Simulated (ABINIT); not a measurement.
# Ta (P6_3/mmc) in ABINIT: reference runs

Reference runs on Ta: the cell as given and a disturbed copy.

Everything below comes from runs of ABINIT 10.8.3 (patched build). Logs are shortened: lines on timing, memory, paths and dates and some standing lists are left out, and cuts for length are marked. The log counts tension as positive stress, the text compression.

### 1 The structure

The structure is hexagonal, space group P6_3/mmc (No. 194). The conventional cell has a = 2.900 Å, b = 2.900 Å, c = 5.166 Å, α = 90.00°, β = 90.00°, γ = 120.00°. Around Ta (site symmetry -6m2) lie 12 Ta at 2.90 to 3.08 Å.

This isn't the form of Ta at room conditions, which is bcc.

### 2 Single point, PBEsol

run.abi

```
pp_dirpath "./"
pseudos "Ta.upf"

acell 3*1.0 Angstrom
rprim
     2.9003720726     0.0000000000     0.0000000000
    -1.4501860363     2.5117958953     0.0000000000
     0.0000000000     0.0000000000     5.1662740000
ntypat 1
znucl 73
natom 2
typat 1 1
xcart
    -0.0000000001     1.6745305970     1.2915685000
     1.4501860364     0.8372652983     3.8747055000 Angstrom

ecut 789.130201 eV

kptopt 1
ngkpt 11 11 5
nshiftk 1
shiftk 0.0 0.0 0.0

ixc -116133

nband 17
occopt 3
tsmear 0.00183747

nstep 100
tolvrs 1.0e-10

iomode 3
prtwf 0
prteig 0
prtebands 0
enunit 2
prtden 1
prtvha 1
prtvclmb 1
prtpot 1
prtelf 1
```

Potentials or basis: PseudoDojo NC SR PBEsol v0.4.1 standard.

The run is started by

```sh
abinit run.abi > log 2>&1
```

run.abo:

```text
.Version 10.8.3 of ABINIT
 Symmetries : space group P6_3/m m c (#194); Bravais hP (primitive hexag.)
================================================================================
 Values of the parameters that define the memory need of the present run
     intxc =       0    ionmov =       0      iscf =       7    lmnmax =       8
     lnmax =       8     mgfft =      48  mpssoang =       4    mqgrid =    3001
     natom =       2  nloc_mem =       1    nspden =       1   nspinor =       1
    nsppol =       1      nsym =      24    n1xccc =    2501    ntypat =       1
    occopt =       3   xclevel =       2
       mpw =        1927          nfft =       43200          nkpt =          48
================================================================================
================================================================================

--------------------------------------------------------------------------------
------------- Echo of variables that govern the present computation ------------
--------------------------------------------------------------------------------
 -outvars: echo values of preprocessed input variables --------
            acell      1.8897261259E+00  1.8897261259E+00  1.8897261259E+00 Bohr
              amu      1.80947900E+02
             ecut      2.90000000E+01 Hartree
           enunit           2
              ixc     -116133
         kptrlatt       11    0    0      0   11    0      0    0    5
          kptrlen      4.88142148E+01
            natom           2
            nband          17
            ngfft          30      30      48
             nkpt          48
            nstep         100
             nsym          24
           ntypat           1
           occopt           3
        prtebands           0
           prteig           0
           prtelf           1
           prtpot           1
         prtvclmb           1
           prtvha           1
            prtwf           0
            rprim      2.9003720726E+00  0.0000000000E+00  0.0000000000E+00
                      -1.4501860363E+00  2.5117958953E+00  0.0000000000E+00
                       0.0000000000E+00  0.0000000000E+00  5.1662740000E+00
          spgroup         194
           tolvrs      1.00000000E-10
           tsmear      1.83747000E-03 Hartree
            typat      1  1
           xangst      3.3800215125E-16  1.6745305969E+00  1.2915685000E+00
                       1.4501860363E+00  8.3726529843E-01  3.8747055000E+00
            xcart      6.3873149583E-16  3.1644042175E+00  2.4407107378E+00
                       2.7404544402E+00  1.5822021088E+00  7.3221322135E+00
             xred      3.3333333333E-01  6.6666666667E-01  2.5000000000E-01
                       6.6666666667E-01  3.3333333333E-01  7.5000000000E-01
            znucl       73.00000

================================================================================

 chkinp: Checking input parameters for consistency.

================================================================================
== DATASET  1 ==================================================================

--- !DatasetInfo
iteration_state: {dtset: 1, }
dimensions: {natom: 2, nkpt: 48, mband: 17, nsppol: 1, nspinor: 1, nspden: 1, mpw: 1927, }
cutoff_energies: {ecut:  29.0, pawecutdg:  -1.0, }
electrons: {nelect:   2.60000000E+01, charge:   0.00000000E+00, occopt:   3.00000000E+00, tsmear:   1.83747000E-03, }
meta: {optdriver: 0, ionmov: 0, optcell: 0, iscf: 7, paral_kgb: 0, }
...

 Real(R)+Recip(G) space primitive vectors, cartesian coordinates (Bohr,Bohr^-1):
 R(1)=  5.4809089  0.0000000  0.0000000  G(1)=  0.1824515  0.1053384  0.0000000
 R(2)= -2.7404544  4.7466063  0.0000000  G(2)=  0.0000000  0.2106768  0.0000000
 R(3)=  0.0000000  0.0000000  9.7628430  G(3)=  0.0000000  0.0000000  0.1024292
 Unit cell volume ucvol=  2.5398736E+02 bohr^3
 Angles (23,13,12)=  9.00000000E+01  9.00000000E+01  1.20000000E+02 degrees

 getcut: wavevector=  0.0000  0.0000  0.0000  ngfft=  30  30  48
         ecut(hartree)=     29.000   => boxcut(ratio)=   2.02815

--- Pseudopotential description ------------------------------------------------
- pspini: atom type   1  psp file is ./Ta.upf
12 -116133 3 -1 1432                          pspcod,pspxc,lmax,lloc,mmax
     nproj     2     2     2     2

   1.12880592E+03                                ecore*ucvol(ha*bohr**3)
--------------------------------------------------------------------------------

================================================================================

--- !BeginCycle
iteration_state: {dtset: 1, }
solver: {iscf: 7, nstep: 100, nline: 4, wfoptalg: 0, }
tolerances: {tolvrs: 1.00E-10, }
...

     iter   Etot(hartree)      deltaE(h)  residm     vres2
 ETOT  1  -130.07455365185    -1.301E+02 1.307E-01 2.665E+01
 ETOT  2  -130.14094130645    -6.639E-02 1.519E-02 9.305E-01
 ETOT  3  -130.14120661834    -2.653E-04 4.507E-03 2.796E-03
 ETOT  4  -130.14120826735    -1.649E-06 5.462E-03 1.616E-05
 ETOT  5  -130.14120832205    -5.470E-08 1.606E-03 3.004E-06
 ETOT  6  -130.14120832617    -4.120E-09 8.926E-04 1.378E-08
 ETOT  7  -130.14120832643    -2.518E-10 9.149E-04 2.780E-09
 ETOT  8  -130.14120832645    -2.171E-11 4.823E-04 8.066E-11

 At SCF step    8       vres2   =  8.07E-11 < tolvrs=  1.00E-10 =>converged.

 Compute ELF
--------------------------------------------------------------------------------

 Compute kinetic energy density

 Compute gradient of the electron density
 Electron Localization Function (ELF) [min:0;max:1]
)     Maximum=    8.5258E-01  at reduced coord.    0.6667    0.3333    0.8542
)     Minimum=    3.4619E-03  at reduced coord.    0.3333    0.6667    0.2500
   Integrated=    9.5612E+01

--------------------------------------------------------------------------------
 End of ELF section

 Cartesian components of stress tensor (hartree/bohr^3)
  sigma(1 1)=  2.67607418E-04  sigma(3 2)=  0.00000000E+00
  sigma(2 2)=  2.67607418E-04  sigma(3 1)=  0.00000000E+00
  sigma(3 3)=  2.01225374E-04  sigma(2 1)=  0.00000000E+00

--- !ResultsGS
iteration_state: {dtset: 1, }
comment   : Summary of ground state results
lattice_vectors:
- [  5.4809089,   0.0000000,   0.0000000, ]
- [ -2.7404544,   4.7466063,   0.0000000, ]
- [  0.0000000,   0.0000000,   9.7628430, ]
lattice_lengths: [   5.48091,    5.48091,    9.76284, ]
lattice_angles: [ 90.000,  90.000, 120.000, ] # degrees, (23, 13, 12)
lattice_volume:   2.5398736E+02
convergence: {deltae: -2.171E-11, res2:  8.066E-11, residm:  4.823E-04, diffor: null, }
etotal    :  -1.30141208E+02
entropy   :   0.00000000E+00
fermie    :   4.84147922E-01
cartesian_stress_tensor: # hartree/bohr^3
- [  2.67607418E-04,   0.00000000E+00,   0.00000000E+00, ]
- [  0.00000000E+00,   2.67607418E-04,   0.00000000E+00, ]
- [  0.00000000E+00,   0.00000000E+00,   2.01225374E-04, ]
pressure_GPa:  -7.2223E+00
xred      :
- [  3.3333E-01,   6.6667E-01,   2.5000E-01, Ta]
- [  6.6667E-01,   3.3333E-01,   7.5000E-01, Ta]
cartesian_forces: # hartree/bohr
- [  2.30286158E-30,  -4.43185918E-31,  -0.00000000E+00, ]
- [ -2.30286158E-30,   4.43185918E-31,  -0.00000000E+00, ]
force_length_stats: {min:   2.34511945E-30, max:   2.34511945E-30, mean:   2.34511945E-30, }
...

 Integrated electronic density in atomic spheres:
 ------------------------------------------------
 Atom  Sphere_radius  Integrated_density
    1        2.00000          9.23153249
    2        2.00000          9.23153249
================================================================================

 ----iterations are completed or convergence reached----

 Mean square residual over all n,k,spin=   49.653E-07; max=  48.231E-05
 reduced coordinates (array xred) for    2 atoms
       0.333333333333      0.666666666667      0.250000000000
       0.666666666667      0.333333333333      0.750000000000
 rms dE/dt=  9.0887E-30; max dE/dt=  1.6829E-29; dE/dt below (all hartree)
    1      -0.000000000000      0.000000000000      0.000000000000
    2       0.000000000000     -0.000000000000      0.000000000000

 cartesian coordinates (angstrom) at end:
    1      0.00000000000000     1.67453059686667     1.29156850000000
    2      1.45018603630000     0.83726529843333     3.87470550000000

 cartesian forces (hartree/bohr) at end:
    1      0.00000000000000    -0.00000000000000    -0.00000000000000
    2     -0.00000000000000     0.00000000000000    -0.00000000000000
 frms,max,avg= 1.3539553E-30 2.3028616E-30   0.000E+00  0.000E+00  0.000E+00 h/b

 cartesian forces (eV/Angstrom) at end:
    1      0.00000000000000    -0.00000000000000    -0.00000000000000
    2     -0.00000000000000     0.00000000000000    -0.00000000000000
 frms,max,avg= 6.9623183E-29 1.1841790E-28   0.000E+00  0.000E+00  0.000E+00 e/A
 length scales=  1.889726125908  1.889726125908  1.889726125908 bohr
              =  1.000000000000  1.000000000000  1.000000000000 angstroms
 Fermi (or HOMO) energy (hartree) =   0.48415   Average Vxc (hartree)=  -0.47712
 Eigenvalues (hartree) for nkpt=  48  k points:
 kpt#   1, nband= 17, wtk=  0.00165, kpt=  0.0000  0.0000  0.0000 (reduced coord)
  -2.00073   -1.99858   -0.78465   -0.75471   -0.75043   -0.75043   -0.74742   -0.74742
   0.18320    0.30348    0.46291    0.47943    0.50533    0.50533    0.52596    0.52596
   0.59215
      occupation numbers for kpt#   1
   2.00000    2.00000    2.00000    2.00000    2.00000    2.00000    2.00000    2.00000
   2.00000    2.00000    1.99998    1.85731    0.00002    0.00002    0.00000    0.00000
   0.00000
 prteigrs : prtvol=0 or 1, do not print more k-points.

 Fermi (or HOMO) energy (eV) =  13.17434   Average Vxc (eV)= -12.98318
 Eigenvalues (   eV  ) for nkpt=  48  k points:
 kpt#   1, nband= 17, wtk=  0.00165, kpt=  0.0000  0.0000  0.0000 (reduced coord)
 -54.44277  -54.38412  -21.35128  -20.53662  -20.42037  -20.42037  -20.33837  -20.33837
   4.98521    8.25824   12.59631   13.04603   13.75071   13.75071   14.31203   14.31203
  16.11325
 prteigrs : prtvol=0 or 1, do not print more k-points.

--- !EnergyTerms
iteration_state     : {dtset: 1, }
comment             : Components of total free energy in Hartree
kinetic             :  3.42006380626863E+01
hartree             :  1.53125471932640E+01
xc                  : -2.93590974805105E+01
Ewald energy        : -9.69966416983335E+01
psp_core            :  4.44433902262066E+00
local_psp           : -6.68339955105314E+01
non_local_psp       :  9.09169679321606E+00
internal            : -1.30140513617588E+02
'-kT*entropy'       : -6.94708860074704E-04
total_energy        : -1.30141208326448E+02
total_energy_eV     : -3.54132268628967E+03
band_energy         : -1.32332688043348E+01
...

 Cartesian components of stress tensor (hartree/bohr^3)
  sigma(1 1)=  2.67607418E-04  sigma(3 2)=  0.00000000E+00
  sigma(2 2)=  2.67607418E-04  sigma(3 1)=  0.00000000E+00
  sigma(3 3)=  2.01225374E-04  sigma(2 1)=  0.00000000E+00

-Cartesian components of stress tensor (GPa)         [Pressure= -7.2223E+00 GPa]
- sigma(1 1)=  7.87328207E+00  sigma(3 2)=  0.00000000E+00
- sigma(2 2)=  7.87328207E+00  sigma(3 1)=  0.00000000E+00
- sigma(3 3)=  5.92025491E+00  sigma(2 1)=  0.00000000E+00

== END DATASET(S) ==============================================================
================================================================================

 -outvars: echo values of variables after computation  --------
            acell      1.8897261259E+00  1.8897261259E+00  1.8897261259E+00 Bohr
           etotal     -1.3014120833E+02
            fcart      2.3028615799E-30 -4.4318591768E-31 -0.0000000000E+00
                      -2.3028615799E-30  4.4318591768E-31 -0.0000000000E+00
            rprim      2.9003720726E+00  0.0000000000E+00  0.0000000000E+00
                      -1.4501860363E+00  2.5117958953E+00  0.0000000000E+00
                       0.0000000000E+00  0.0000000000E+00  5.1662740000E+00
           strten      2.6760741846E-04  2.6760741844E-04  2.0122537439E-04
                       0.0000000000E+00  0.0000000000E+00  0.0000000000E+00
           xangst      3.3800215125E-16  1.6745305969E+00  1.2915685000E+00
                       1.4501860363E+00  8.3726529843E-01  3.8747055000E+00
             xred      3.3333333333E-01  6.6666666667E-01  2.5000000000E-01
                       6.6666666667E-01  3.3333333333E-01  7.5000000000E-01
 Calculation completed.
```

It took 37 s on 1 thread of Arm Neoverse V2, shared host; peak memory 0.08 GiB.

Results:

```
Free energy                                           : -3541.3227 eV
Pressure                                              : -7.2 GPa
Band gap on the k mesh                                : none (metal or under the smearing width)
Valence electrons inside the program's atomic spheres : Ta 9.23 (radii [1.0584] Å)
```

Stress tensor (GPa, compression positive):
```
-7.87  0.00  0.00
 0.00 -7.87  0.00
 0.00  0.00 -5.92
```

Spin-orbit coupling is left out, which matters for the levels of Ta.

### 3 Single point, PBEsol (atoms moved at random, drawn with an rms of 0.05 Å)

run.abi

```
# Pseudopotentials
pp_dirpath "./"
pseudos "Ta.upf"

# Structure
acell 5.4809088767 5.4809088767 9.7628429448
rprim
     1.0000000000     0.0000000000     0.0000000000
    -0.5000000000     0.8660254038     0.0000000000
     0.0000000000     0.0000000000     1.0000000000
ntypat 1
znucl 73
natom 2
typat 1 1
xcart
    -0.0171702027     1.6891174329     1.2546606385
     1.4505195791     0.8162583121     3.9225503635 Angstrom
chkprim 0
chksymtnons 0
tolsym 1.0e-6

# Plane-wave basis
ecut 789.130201 eV

# k points
kptopt 1
ngkpt 11 11 5
nshiftk 1
shiftk 0.0 0.0 0.0

# Exchange and correlation
ixc -116133

# Bands and occupations
nband 17
occopt 3
tsmear 0.05 eV

# SCF cycle
nstep 100
tolvrs 1.0e-10

# Output
iomode 3
prtwf 0
prtden 0
prteig 0
prtebands 0
enunit 1
```

Potentials or basis: PseudoDojo NC SR PBEsol v0.4.1 standard.

The run is started by

```sh
abinit run.abi > log 2>&1
```

run.abo:

```text
.Version 10.8.3 of ABINIT
 Symmetries : space group P-1 (#  2); Bravais aP (primitive triclinic)
================================================================================
 Values of the parameters that define the memory need of the present run
     intxc =       0    ionmov =       0      iscf =       7    lmnmax =       8
     lnmax =       8     mgfft =      48  mpssoang =       4    mqgrid =    3001
     natom =       2  nloc_mem =       1    nspden =       1   nspinor =       1
    nsppol =       1      nsym =       2    n1xccc =    2501    ntypat =       1
    occopt =       3   xclevel =       2
       mpw =        1927          nfft =       43200          nkpt =         303
================================================================================
================================================================================

--------------------------------------------------------------------------------
------------- Echo of variables that govern the present computation ------------
--------------------------------------------------------------------------------
 -outvars: echo values of preprocessed input variables --------
            acell      5.4809088767E+00  5.4809088767E+00  9.7628429448E+00 Bohr
              amu      1.80947900E+02
          chkprim           0
      chksymtnons           0
             ecut      2.90000000E+01 Hartree
           enunit           1
                       outvar_i_n : Printing only first  50 k-points.
              ixc     -116133
                       outvar_i_n : Printing only first  50 k-points.
         kptrlatt       11    0    0      0   11    0      0    0    5
          kptrlen      4.88142147E+01
            natom           2
[... 159 lines left out ...]
hartree             :  1.54117037511292E+01
xc                  : -2.93614621580335E+01
Ewald energy        : -9.68950309371425E+01
psp_core            :  4.44433903162138E+00
local_psp           : -6.70404281584309E+01
non_local_psp       :  9.09235107753967E+00
internal            : -1.30139175302842E+02
'-kT*entropy'       : -6.84163006166791E-04
total_energy        : -1.30139859465848E+02
total_energy_eV     : -3.54128598192289E+03
band_energy         : -1.32350743037708E+01
...

 Cartesian components of stress tensor (hartree/bohr^3)
  sigma(1 1)=  2.76996883E-04  sigma(3 2)= -4.64871274E-06
  sigma(2 2)=  2.30978664E-04  sigma(3 1)=  2.24926739E-06
  sigma(3 3)=  1.71557460E-04  sigma(2 1)= -9.99767602E-06

-Cartesian components of stress tensor (GPa)         [Pressure= -6.6642E+00 GPa]
- sigma(1 1)=  8.14952966E+00  sigma(3 2)= -1.36769851E-01
- sigma(2 2)=  6.79562692E+00  sigma(3 1)=  6.61757313E-02
- sigma(3 3)=  5.04739474E+00  sigma(2 1)= -2.94141784E-01

== END DATASET(S) ==============================================================
================================================================================

 -outvars: echo values of variables after computation  --------
            acell      5.4809088767E+00  5.4809088767E+00  9.7628429448E+00 Bohr
           etotal     -1.3013985947E+02
            fcart     -4.5007202031E-04  7.8358602795E-04  1.7351623661E-02
                       4.5007202031E-04 -7.8358602795E-04 -1.7351623661E-02
            rprim      1.0000000000E+00  0.0000000000E+00  0.0000000000E+00
                      -5.0000000000E-01  8.6602540380E-01  0.0000000000E+00
                       0.0000000000E+00  0.0000000000E+00  1.0000000000E+00
           strten      2.7699688296E-04  2.3097866409E-04  1.7155746022E-04
                      -4.6487127376E-06  2.2492673897E-06 -9.9976760232E-06
           xangst     -1.7170202700E-02  1.6891174329E+00  1.2546606385E+00
                       1.4505195791E+00  8.1625831210E-01  3.9225503635E+00
             xred      3.3031700021E-01  6.7247400045E-01  2.4285600016E-01
                       6.6260000045E-01  3.2497000022E-01  7.5926100051E-01
 Calculation completed.
```

Run time: 3.6 min. Hardware: 1 thread of Arm Neoverse V2, shared host; peak memory 0.21 GiB.

Results:

```
Free energy                                           : -3541.2860 eV
Pressure                                              : -6.7 GPa
Largest force                                         : 0.893 eV/Å
Band gap on the k mesh                                : none (metal or under the smearing width)
Valence electrons inside the program's atomic spheres : Ta 9.24, 9.25 (radii [1.0584] Å)
```

Forces on the atoms (eV/Å):
```
Ta  -0.023  0.040  0.892
Ta   0.023 -0.040 -0.892
```

Stress tensor (GPa, compression positive):
```
-8.15  0.29 -0.07
 0.29 -6.80  0.14
-0.07  0.14 -5.05
```
